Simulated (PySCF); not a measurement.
# C (Fd-3m) in PySCF: notebook

One crystal, C, is run at these levels: PBE0 form with 5 % exact exchange, PBE0 form with 10 % exact exchange, PBE0 form with 15 % exact exchange, PBE0 form with 25 % exact exchange, PBE0 form with 35 % exact exchange; tasks: atomic charges.

Program: PySCF 2.14.0. These are calculated values, not measurements. Logs are shortened: lines on timing, memory, paths and dates and some standing lists are left out, and cuts for length are marked.

## 1. Starting point

It takes space group Fd-3m (No. 227, cubic). Conventional cell: a = 3.567 Å, b = 3.567 Å, c = 3.567 Å, α = 90.00°, β = 90.00°, γ = 90.00°. Around C (site symmetry -43m) lie 4 C at 1.54 Å.

This isn't the form of C at room conditions, which is graphite.

## 2. Atomic charges, PBE0 form with 5 % exact exchange

run.py reads:

```python
import json
import numpy as np
from pyscf.pbc import gto, scf, dft, df
from pyscf.pbc.tools import pyscf_ase
from ase.spacegroup import crystal

atoms = crystal(['C'], [[0.25, 0.25, 0.25]],
                spacegroup=227, setting=1, cellpar=[3.56674, 3.56674, 3.56674, 90.0, 90.0, 90.0], primitive_cell=True)  # Fd-3m: C 8a
cell = pyscf_ase.cell_from_ase(atoms)
cell.basis = 'gth-dzvp'
cell.pseudo = 'gth-pbe'
cell.ke_cutoff = 130  # hartree
cell.exp_to_discard = 0.02
cell.precision = 1e-08
cell.max_memory = 5880  # MB
cell.verbose = 4
cell.build()

res = {}
kpts = cell.make_kpts([3, 3, 3])
mf = dft.KRKS(cell, kpts, xc='0.05*HF + 0.95*GGA_X_PBE, GGA_C_PBE', exxdiv='ewald')
mf = mf.density_fit()
mf.with_df._cderi_to_save = 'cderi.h5'
mf.with_df.build(j_only=False)
mf.conv_tol = 1e-07
mf.max_cycle = 60

mf.kernel()
res.update(converged=bool(mf.converged), e_tot=mf.e_tot, nelec=cell.nelectron, nao=cell.nao, mesh=list(map(int, cell.mesh)), a=cell.lattice_vectors().tolist(), coords=cell.atom_coords().tolist(),
           mo_energy=[np.real(x).tolist() for x in mf.mo_energy], mo_occ=[np.real(x).tolist() for x in mf.mo_occ])
res.update(kpts=cell.get_scaled_kpts(kpts).tolist())
res['parts'] = {k: float(np.real(v)) for k, v in mf.scf_summary.items() if np.isscalar(v)}
json.dump(res, open('results.json', 'w'))
if not mf.converged:
    raise SystemExit('SCF not converged')

print('levels (eV)')
for i, kp in enumerate(res['kpts'][:40]):
    print('k %7.4f %7.4f %7.4f  ' % tuple(kp), ' '.join('%.3f' % (x * 27.211386) for x in res['mo_energy'][i][:9]))

# Mulliken populations
dm, s = np.asarray(mf.make_rdm1()), np.asarray(mf.get_ovlp())
sites = cell.aoslice_by_atom()[:, 2:]
tot = np.einsum('kij,kji->i', dm, s).real / len(kpts)
res['mulliken'] = [cell.atom_charge(i) - tot[a0:a1].sum() for i, (a0, a1) in enumerate(sites)]
print('Mulliken charges', np.round(res['mulliken'], 5))
res['meta_lowdin'] = mf.mulliken_meta()[1].tolist()
res['done'] = True
json.dump(res, open('results.json', 'w'))
```

Potentials or basis: gth-dzvp/gth-pbe (potentials made for PBE).

Started as:

```
$ OMP_NUM_THREADS=4 python -u run.py > log
```

Log:

```text
Discarded 0 diffused primitive functions, 0 contracted functions

PySCF version 2.14.0

[INPUT] verbose = 4
[INPUT] num. atoms = 2
[INPUT] num. electrons = 8
[INPUT] charge = 0
[INPUT] spin (= nelec alpha-beta = 2S) = 0
[INPUT] symmetry False subgroup None
[INPUT] Mole.unit = angstrom
[INPUT] Symbol           X                Y                Z      unit          X                Y                Z       unit  Magmom
[INPUT]  1 C      0.891685000000   0.891685000000   0.891685000000 AA    1.685040439383   1.685040439383   1.685040439383 Bohr   0.0
[INPUT]  2 C      0.000000000000   0.000000000000   0.000000000000 AA    0.000000000000   0.000000000000   0.000000000000 Bohr   0.0

nuclear repulsion = -12.7873442517853
number of shells = 6
number of NR pGTOs = 42
number of NR cGTOs = 26
basis = gth-dzvp
ecp = {}
lattice vectors  a1 [0.000000000, 3.370080879, 3.370080879]
                 a2 [3.370080879, 0.000000000, 3.370080879]
                 a3 [3.370080879, 3.370080879, 0.000000000]
dimension = 3
low_dim_ft_type = None
Cell volume = 76.551
exp_to_discard = 0.02
rcut = 22.07448407082675 (nimgs = [6 6 6])
precision = 1e-08
pseudo = gth-pbe
ke_cutoff = 130
    = [27 27 27] mesh (19683 PWs)

******** <class 'pyscf.pbc.df.df.GDF'> ********
auxbasis = None
exp_to_discard = 0.02
len(kpts) = 27
ETB for C: l = 0, exps = 0.2375755314 * 2^n , n = 0..5
ETB for C: l = 1, exps = 0.2375755314 * 2^n , n = 0..5
ETB for C: l = 2, exps = 0.2375755314 * 2^n , n = 0..5
ETB for C: l = 3, exps = 0.51120747699931 * 2^n , n = 0..2
ETB for C: l = 4, exps = 1.1 * 2^n , n = 0..0

WARN: Even tempered Gaussians are generated as DF auxbasis for  C

Drop 0 primitive fitting functions
make aux basis, num shells = 44, num cGTOs = 168
auxcell.rcut 13.579969116844692

******** <class 'pyscf.pbc.df.rsdf_builder._RSGDFBuilder'> ********
mesh = [7 7 7] (343 PWs)
ke_cutoff = 7.820987783572838
omega = 0.34121249501821643
exclude_d_aux = True
exclude_dd_block = True
j2c_eig_always = False
has_long_range = True

******** <class 'pyscf.pbc.dft.krks.KRKS'> ********
method = KRKS
initial guess = minao
damping factor = 0
level_shift factor = 0
DIIS = <class 'pyscf.scf.diis.CDIIS'>
diis_start_cycle = 1
diis_space = 8
diis_damp = 0
SCF conv_tol = 1e-07
SCF conv_tol_grad = None
SCF max_cycles = 60
direct_scf = True
direct_scf_tol = 1e-13

******** PBC SCF flags ********
N kpts = 27
Exchange divergence treatment (exxdiv) = ewald
    madelung (= occupied orbital energy shift) = 0.22674342441860365
    Total energy shift due to Ewald probe charge = -1/2 * Nelec*madelung = -0.906973697674
DF object = <pyscf.pbc.df.df.GDF object>
XC functionals = 0.05*HF + 0.95*GGA_X_PBE, GGA_C_PBE
small_rho_cutoff = 0
radial grids:
    Treutler-Ahlrichs [JCP 102, 346 (1995); DOI:10.1063/1.469408] (M4) radial grids

becke partition: Becke, JCP 88, 2547 (1988); DOI:10.1063/1.454033
pruning grids: <function nwchem_prune>
grids dens level: 3
symmetrized grids: False
atomic radii adjust function: <function treutler_atomic_radii_adjust>
Set gradient conv threshold to 0.000316228

******** <class 'pyscf.pbc.df.rsdf_builder._RSNucBuilder'> ********
mesh = [9 9 9] (729 PWs)
ke_cutoff = 13.903978281907268
omega = 0.4704335680132057
exclude_d_aux = False
exclude_dd_block = True
j2c_eig_always = False
has_long_range = True
tot grids = 26425
cell vol = 76.5510173  sum(weights) = 76.9034133
nelec by numeric integration = 8.010476811453355
init E= -11.7669188040464
  HOMO = 0.445109456487  LUMO = 0.622339075014  gap/eV = 4.82266
nelec by numeric integration = 8.004301527048224
cycle= 1 E= -11.3532860437516  delta_E= 0.414  |g|= 0.712  |ddm|= 48.9
  HOMO = 0.497290797418  LUMO = 0.661478466187  gap/eV = 4.46777
nelec by numeric integration = 8.005042190538123
cycle= 2 E= -11.3576860080252  delta_E= -0.0044  |g|= 0.144  |ddm|= 61.3
  HOMO = 0.486286544987  LUMO = 0.65536657665  gap/eV = 4.60090
nelec by numeric integration = 8.00491456580792
cycle= 3 E= -11.357870398287  delta_E= -0.000184  |g|= 0.000816  |ddm|= 12.4
  HOMO = 0.486292556344  LUMO = 0.655350252534  gap/eV = 4.60029
nelec by numeric integration = 8.00491560632624
cycle= 4 E= -11.3578704062363  delta_E= -7.95e-09  |g|= 3.49e-05  |ddm|= 0.0773
  HOMO = 0.486289976807  LUMO = 0.655348910763  gap/eV = 4.60033
nelec by numeric integration = 8.004915580479144
Extra cycle  E= -11.3578704062425  delta_E= -6.14e-12  |g|= 2.23e-05  |ddm|= 0.00315
converged SCF energy = -11.3578704062425
levels (eV)
k  0.0000  0.0000  0.0000   -8.584 13.233 13.233 13.233 19.330 19.330 19.330 27.137 40.790
k  0.0000  0.0000  0.3333   -5.569 3.684 10.875 10.875 22.060 22.060 22.360 29.204 37.076
k  0.0000  0.0000  0.6667   -5.569 3.684 10.875 10.875 22.060 22.060 22.360 29.204 37.076
k -0.0000  0.3333  0.0000   -5.569 3.684 10.875 10.875 22.060 22.060 22.360 29.204 37.076
k -0.0000  0.3333  0.3333   -4.573 5.926 7.826 7.826 17.833 21.459 27.961 27.961 35.962
k  0.0000  0.3333  0.6667   -1.100 2.083 3.673 8.464 20.046 26.812 27.455 28.888 31.114
[... 19 lines left out ...]
k  0.6667  0.6667  0.3333   -1.100 2.083 3.673 8.464 20.046 26.812 27.455 28.888 31.114
k  0.6667  0.6667  0.6667   -5.569 3.684 10.875 10.875 22.060 22.060 22.360 29.204 37.076
Mulliken charges [-0.00201  0.00201]
 ** Mulliken pop on meta-lowdin orthogonal AOs **
 ** Mulliken pop  **
pop of  0 C 2s            0.89530
pop of  0 C 3s            0.00270
pop of  0 C 2px           1.02986
pop of  0 C 2py           1.02986
pop of  0 C 2pz           1.02986
pop of  0 C 3px           0.00251
pop of  0 C 3py           0.00251
pop of  0 C 3pz           0.00251
pop of  0 C 3dxy          0.00147
pop of  0 C 3dyz          0.00147
pop of  0 C 3dz^2         0.00024
pop of  0 C 3dxz          0.00147
pop of  0 C 3dx2-y2       0.00024
pop of  1 C 2s            0.89529
pop of  1 C 3s            0.00271
pop of  1 C 2px           1.02985
pop of  1 C 2py           1.02985
pop of  1 C 2pz           1.02985
pop of  1 C 3px           0.00251
pop of  1 C 3py           0.00251
pop of  1 C 3pz           0.00251
pop of  1 C 3dxy          0.00147
pop of  1 C 3dyz          0.00147
pop of  1 C 3dz^2         0.00024
pop of  1 C 3dxz          0.00147
pop of  1 C 3dx2-y2       0.00024
 ** Mulliken atomic charges  **
charge of    0C =     -0.00001
charge of    1C =      0.00001
```

Wall time 5.4 min (4 threads of AMD EPYC (Zen 3), shared host); peak memory 1.4 GiB.

What came out:

| Property | Result |
| --- | --- |
| Free energy | -309.0634 eV |
| Band gap on the k mesh | 4.60 eV, indirect (least direct gap 6.10 eV) |

Caveat: the k mesh is coarse (spacing up to 1.02 Å⁻¹), so the values aren't converged, least of all with exact exchange; on so small a mesh gaps with full-range exact exchange can be off by tenths of an eV to over 1 eV; the default atom-centred grid shifts energies of crystals by up to some 10 meV an atom and pressures by some 0.5 GPa; an odd mesh through Γ misses points on the zone boundary, where band edges often lie; the basis of atomic orbitals isn't converged, which shifts pressures, moduli and gaps.

## 3. Atomic charges, PBE0 form with 10 % exact exchange

run.py, as its differences from that of step 2:

```diff
@@ -20,6 +20,5 @@
 kpts = cell.make_kpts([3, 3, 3])
-mf = dft.KRKS(cell, kpts, xc='0.05*HF + 0.95*GGA_X_PBE, GGA_C_PBE', exxdiv='ewald')
+mf = dft.KRKS(cell, kpts, xc='0.1*HF + 0.9*GGA_X_PBE, GGA_C_PBE', exxdiv='ewald')
 mf = mf.density_fit()
-mf.with_df._cderi_to_save = 'cderi.h5'
-mf.with_df.build(j_only=False)
+mf.with_df._cderi = 'cderi.h5'  # three-centre integrals saved by an earlier run on this cell, basis and mesh
 mf.conv_tol = 1e-07
```

Potentials or basis: gth-dzvp/gth-pbe (potentials made for PBE).

Started as:

```
$ OMP_NUM_THREADS=4 python -u run.py > log
```

Run time: 4.1 min. Hardware: 4 threads of AMD EPYC (Zen 3), shared host; peak memory 1.3 GiB.

The run converged. Its results:

| Item | Value |
| --- | --- |
| Free energy | -309.0882 eV |
| Band gap on the k mesh | 5.04 eV, indirect (least direct gap 6.59 eV) |

Levels at points of the mesh, in eV from the valence-band top:
```
           k point  band 1  band 2  band 3  band 4  band 5  band 6  band 7  band 8  band 9
(0.00, 0.00, 0.00)  -22.20    0.00    0.00    0.00    6.59    6.59    6.59   14.50   28.11
```

Caveat: the k mesh is coarse (spacing up to 1.02 Å⁻¹), so the values aren't converged, least of all with exact exchange; on so small a mesh gaps with full-range exact exchange can be off by tenths of an eV to over 1 eV; the default atom-centred grid shifts energies of crystals by up to some 10 meV an atom and pressures by some 0.5 GPa; an odd mesh through Γ misses points on the zone boundary, where band edges often lie; the basis of atomic orbitals isn't converged, which shifts pressures, moduli and gaps.

## 4. Atomic charges, PBE0 form with 15 % exact exchange

run.py, as its differences from that of step 3:

```diff
@@ -20,3 +20,3 @@
 kpts = cell.make_kpts([3, 3, 3])
-mf = dft.KRKS(cell, kpts, xc='0.1*HF + 0.9*GGA_X_PBE, GGA_C_PBE', exxdiv='ewald')
+mf = dft.KRKS(cell, kpts, xc='0.15*HF + 0.85*GGA_X_PBE, GGA_C_PBE', exxdiv='ewald')
 mf = mf.density_fit()
```

Potentials or basis: gth-dzvp/gth-pbe (potentials made for PBE).

Started as:

```
$ OMP_NUM_THREADS=4 python -u run.py > log
```

Log:

```text
Discarded 0 diffused primitive functions, 0 contracted functions

PySCF version 2.14.0

[INPUT] verbose = 4
[INPUT] num. atoms = 2
[INPUT] num. electrons = 8
[INPUT] charge = 0
[INPUT] spin (= nelec alpha-beta = 2S) = 0
[INPUT] symmetry False subgroup None
[INPUT] Mole.unit = angstrom
[INPUT] Symbol           X                Y                Z      unit          X                Y                Z       unit  Magmom
[INPUT]  1 C      0.891685000000   0.891685000000   0.891685000000 AA    1.685040439383   1.685040439383   1.685040439383 Bohr   0.0
[INPUT]  2 C      0.000000000000   0.000000000000   0.000000000000 AA    0.000000000000   0.000000000000   0.000000000000 Bohr   0.0

nuclear repulsion = -12.7873442517853
number of shells = 6
number of NR pGTOs = 42
number of NR cGTOs = 26
basis = gth-dzvp
ecp = {}
lattice vectors  a1 [0.000000000, 3.370080879, 3.370080879]
                 a2 [3.370080879, 0.000000000, 3.370080879]
                 a3 [3.370080879, 3.370080879, 0.000000000]
dimension = 3
low_dim_ft_type = None
Cell volume = 76.551
[... 66 lines left out ...]
Extra cycle  E= -11.3597584899902  delta_E= -3.17e-11  |g|= 1.3e-05  |ddm|= 0.00366
converged SCF energy = -11.3597584899902
levels (eV)
k  0.0000  0.0000  0.0000   -9.826 12.758 12.758 12.758 19.836 19.836 19.836 27.857 41.431
k  0.0000  0.0000  0.3333   -6.708 2.911 10.338 10.338 22.623 22.624 22.898 29.940 37.830
k  0.0000  0.0000  0.6667   -6.708 2.911 10.338 10.338 22.623 22.624 22.898 29.940 37.830
k -0.0000  0.3333  0.0000   -6.708 2.911 10.338 10.338 22.623 22.624 22.898 29.940 37.830
k -0.0000  0.3333  0.3333   -5.677 5.198 7.195 7.195 18.248 21.920 28.717 28.717 36.781
k  0.0000  0.3333  0.6667   -2.096 1.219 2.934 7.850 20.499 27.543 28.173 29.664 31.703
[... 19 lines left out ...]
k  0.6667  0.6667  0.3333   -2.096 1.219 2.934 7.850 20.499 27.543 28.173 29.665 31.703
k  0.6667  0.6667  0.6667   -6.708 2.911 10.338 10.338 22.623 22.623 22.898 29.940 37.829
Mulliken charges [-0.0018  0.0018]
 ** Mulliken pop on meta-lowdin orthogonal AOs **
 ** Mulliken pop  **
pop of  0 C 2s            0.89626
pop of  0 C 3s            0.00269
pop of  0 C 2px           1.02945
pop of  0 C 2py           1.02945
pop of  0 C 2pz           1.02945
pop of  0 C 3px           0.00245
pop of  0 C 3py           0.00245
pop of  0 C 3pz           0.00245
pop of  0 C 3dxy          0.00162
pop of  0 C 3dyz          0.00162
pop of  0 C 3dz^2         0.00024
pop of  0 C 3dxz          0.00162
pop of  0 C 3dx2-y2       0.00024
pop of  1 C 2s            0.89626
pop of  1 C 3s            0.00269
pop of  1 C 2px           1.02945
pop of  1 C 2py           1.02945
pop of  1 C 2pz           1.02945
pop of  1 C 3px           0.00245
pop of  1 C 3py           0.00245
pop of  1 C 3pz           0.00245
pop of  1 C 3dxy          0.00162
pop of  1 C 3dyz          0.00162
pop of  1 C 3dz^2         0.00024
pop of  1 C 3dxz          0.00162
pop of  1 C 3dx2-y2       0.00024
 ** Mulliken atomic charges  **
charge of    0C =     -0.00001
charge of    1C =      0.00001
```

It took 3.8 min on 4 threads of AMD EPYC (Zen 3), shared host; peak memory 1.3 GiB.

Results:

- Free energy: -309.1148 eV
- Band gap on the k mesh: 5.49 eV, indirect (least direct gap 7.08 eV)

Caveat: the k mesh is coarse (spacing up to 1.02 Å⁻¹), so the values aren't converged, least of all with exact exchange; on so small a mesh gaps with full-range exact exchange can be off by tenths of an eV to over 1 eV; the default atom-centred grid shifts energies of crystals by up to some 10 meV an atom and pressures by some 0.5 GPa; an odd mesh through Γ misses points on the zone boundary, where band edges often lie; the basis of atomic orbitals isn't converged, which shifts pressures, moduli and gaps.

## 5. Atomic charges, PBE0 form with 25 % exact exchange

run.py, as its differences from that of step 4:

```diff
@@ -20,3 +20,3 @@
 kpts = cell.make_kpts([3, 3, 3])
-mf = dft.KRKS(cell, kpts, xc='0.15*HF + 0.85*GGA_X_PBE, GGA_C_PBE', exxdiv='ewald')
+mf = dft.KRKS(cell, kpts, xc='0.25*HF + 0.75*GGA_X_PBE, GGA_C_PBE', exxdiv='ewald')
 mf = mf.density_fit()
```

Started as:

```
$ OMP_NUM_THREADS=4 python -u run.py > log
```

Wall time 2 min (4 threads of AMD EPYC (Zen 3), shared host); peak memory 1.3 GiB.

The run converged. Its results:

```yaml
Free_energy: -309.1730 eV
Band_gap_on_the_k_mesh: 6.38 eV, indirect (least direct gap 8.06 eV)
```

Levels at points of the mesh, in eV from the valence-band top:
```
           k point  band 1  band 2  band 3  band 4  band 5  band 6  band 7  band 8
(0.00, 0.00, 0.00)  -23.35    0.00    0.00    0.00    8.06    8.06    8.06   16.30
```

Caveat: the k mesh is coarse (spacing up to 1.02 Å⁻¹), so the values aren't converged, least of all with exact exchange; on so small a mesh gaps with full-range exact exchange can be off by tenths of an eV to over 1 eV; the default atom-centred grid shifts energies of crystals by up to some 10 meV an atom and pressures by some 0.5 GPa; an odd mesh through Γ misses points on the zone boundary, where band edges often lie; the basis of atomic orbitals isn't converged, which shifts pressures, moduli and gaps.

## 6. Atomic charges, PBE0 form with 35 % exact exchange

run.py, as its differences from that of step 5:

```diff
@@ -20,3 +20,3 @@
 kpts = cell.make_kpts([3, 3, 3])
-mf = dft.KRKS(cell, kpts, xc='0.25*HF + 0.75*GGA_X_PBE, GGA_C_PBE', exxdiv='ewald')
+mf = dft.KRKS(cell, kpts, xc='0.35*HF + 0.65*GGA_X_PBE, GGA_C_PBE', exxdiv='ewald')
 mf = mf.density_fit()
```

Potentials or basis: gth-dzvp/gth-pbe (potentials made for PBE).

Started as:

```
$ OMP_NUM_THREADS=4 python -u run.py > log
```

It took 92 s on 4 threads of AMD EPYC (Zen 3), shared host; peak memory 1.3 GiB.

Results (log left out):

```
Free energy            : -309.2377 eV
Band gap on the k mesh : 7.28 eV, indirect (least direct gap 9.05 eV)
```

Levels at points of the mesh, in eV from the valence-band top:
```
           k point  band 2  band 3  band 4  band 5  band 6  band 7
(0.00, 0.00, 0.00)    0.00    0.00    0.00    9.05    9.05    9.05
```

Caveat: the k mesh is coarse (spacing up to 1.02 Å⁻¹), so the values aren't converged, least of all with exact exchange; on so small a mesh gaps with full-range exact exchange can be off by tenths of an eV to over 1 eV; the default atom-centred grid shifts energies of crystals by up to some 10 meV an atom and pressures by some 0.5 GPa; an odd mesh through Γ misses points on the zone boundary, where band edges often lie; the basis of atomic orbitals isn't converged, which shifts pressures, moduli and gaps.

## 7. Summary

| level | share of exact exchange | three-centre integrals | gap on the mesh (eV) |
| --- | --- | --- | --- |
| PBE0 form with 5 % exact exchange | 0.05 | - | 4.60 |
| PBE0 form with 10 % exact exchange | 0.1 | read from an earlier run's file | 5.04 |
| PBE0 form with 15 % exact exchange | 0.15 | read from an earlier run's file | 5.49 |
| PBE0 form with 25 % exact exchange | 0.25 | read from an earlier run's file | 6.38 |
| PBE0 form with 35 % exact exchange | 0.35 | read from an earlier run's file | 7.28 |

Alike in all rows: task atomic charges; potentials or basis gth-dzvp/gth-pbe (potentials made for PBE); no spin polarisation; cell as given; k mesh 3 × 3 × 3; smearing fixed; the mesh is coarse, so values aren't converged.

Caveats: all runs use coarse meshes; on so small a mesh gaps with full-range exact exchange can be off by tenths of an eV to over 1 eV; the default atom-centred grid shifts energies of crystals by up to some 10 meV an atom and pressures by some 0.5 GPa; an odd mesh through Γ misses points on the zone boundary, where band edges often lie; the basis of atomic orbitals isn't converged, which shifts pressures, moduli and gaps.

Total energies depend on the potentials used, so only differences within one code and one set of settings carry meaning.
